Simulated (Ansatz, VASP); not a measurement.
## Zr in VASP and in Ansatz

```
CELL_PARAMETERS angstrom
3.18321 0.00000 0.00000
-1.59161 2.75674 0.00000
0.00000 0.00000 21.67272
ATOMIC_POSITIONS crystal
Zr 0.66667 0.33333 0.32299
Zr 0.33333 0.66667 0.44100
Zr 0.66667 0.33333 0.56221
Zr 0.33333 0.66667 0.67545
```

Alike in both runs: functional PBE; dispersion D3(BJ); k mesh 9 × 9 × 1; occupations gaussian, width 0.1 eV; no spin polarisation.

Ansatz relaxed the structure, and its values are those at the end. VASP's run is a single point on that final structure, the one shown.

|  | VASP | Ansatz |
| --- | --- | --- |
| version | VASP 6.6.1 | Ansatz 0.2.0 |
| potentials or method | VASP PAW PBE potentials, release 64 (Zr_sv) | scalar-relativistic, plane waves, PAW |
| plane-wave cutoff (eV) | 520 | 420 |
| valence electrons in the cell | 48 | 48 |

```tsv
	VASP	Ansatz	Ansatz less VASP
gap on the k mesh at the Fermi level (eV)	none	none	-
rms of the force components (eV/Å)	0.162	0.162	0.0000
work function, face that differs most (eV)	3.98	4.23	+0.254
```

A gap of «none» marks a metal or a gap that the smearing closes. The functional is the same, so the differences come from potentials, cutoffs and numerics.
